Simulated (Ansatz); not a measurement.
# SiC (F-43m), work and stress of cleavage

Method: Ansatz 0.2.0, DFT r2SCAN, scalar-relativistic, plane waves, PAW. Settings: plane waves to 500 eV, k-mesh 6×9×3 (Γ-centred), Gaussian smearing 0.05 eV. No spin polarisation. Energies are free energies at this smearing, counted from the undisturbed cell; pressure is positive in compression.

The undisturbed cell (as given, not relaxed at this level; it stands at 1.3 GPa):

```
Si C
1.0
     4.34800    0.00000    0.00000
     0.00000    2.17400   -2.17400
     0.00000    6.52200    6.52200
Si C
6 6
Direct
  0.00000 0.00000 0.91665
  0.50000 0.50000 0.08332
  0.00000 0.00000 0.24998
  0.50000 0.50000 0.41665
  0.00000 0.00000 0.58332
  0.50000 0.50000 0.74998
  0.75000 0.00000 0.41665
  0.25000 0.50000 0.58332
  0.75000 0.00000 0.74998
  0.25000 0.50000 0.91665
  0.75000 0.00000 0.08332
  0.25000 0.50000 0.24998
```

The cut lies on the cell's a–b face, a (0 -1 1) plane (indices in the standard cell, whose axes needn't be the Cartesian ones shown) of area 13.37 Å², between layers 1.54 Å apart. Vector c is lengthened by d along the normal with the atoms' Cartesian places fixed: one unrelaxed cut a cell. The traction is positive where the two halves pull on each other.

| d (Å) | energy (J/m²) | traction (GPa) |
| --- | --- | --- |
| -0.30 | 1.80 | -138.6 |
| -0.15 | 0.39 | -55.0 |
| 0.00 | 0.00 | -1.3 |
| 0.25 | 0.62 | 43.6 |
| 0.50 | 1.92 | 57.0 |
| 0.75 | 3.35 | 55.5 |
| 1.00 | 4.64 | 47.4 |
| 1.50 | 6.49 | 26.6 |
| 2.00 | 7.41 | 11.6 |
| 3.00 | 7.94 | 2.0 |
| 4.50 | 8.06 | 0.2 |
| 6.00 | 8.07 | 0.0 |

What are the work of separation and the cleavage stress, and do they fit the universal binding curve?

The energy levels off near W ≈ 8.07 J/m² (the traction is down to 0.0 GPa), the energy of the two unrelaxed faces, 4.03 J/m² each on average. The largest sampled traction is 57.0 GPa at d = 0.50 Å, and a parabola through it and its two neighbours peaks at σ_max ≈ 58.2 GPa, d ≈ 0.60 Å. The curve E = W[1 − (1 + d/ℓ)exp(−d/ℓ)] peaks in traction at d = ℓ with σ_max = W/(eℓ); with 1 J/m² per Å = 10 GPa this W and σ_max give ℓ = 0.51 Å. A parabola through that curve at the same three d peaks at 0.55 Å, against 0.60 Å here, a fair fit. Real crystals break at far lower stress, because cracks concentrate it, and on the plane of lowest W, which needn't be this one.

The cut is rigid; relaxing the faces lowers these energies and usually the stresses. The start isn't at rest at this level: it stands under 1.3 GPa with forces up to 0.00 eV/Å, so these aren't the figures of the relaxed crystal.

Cost: 12 runs of about 5.3 core-minutes in all, on Oxide Virtual Turin-like Processor (Zen 5) (shared hosts).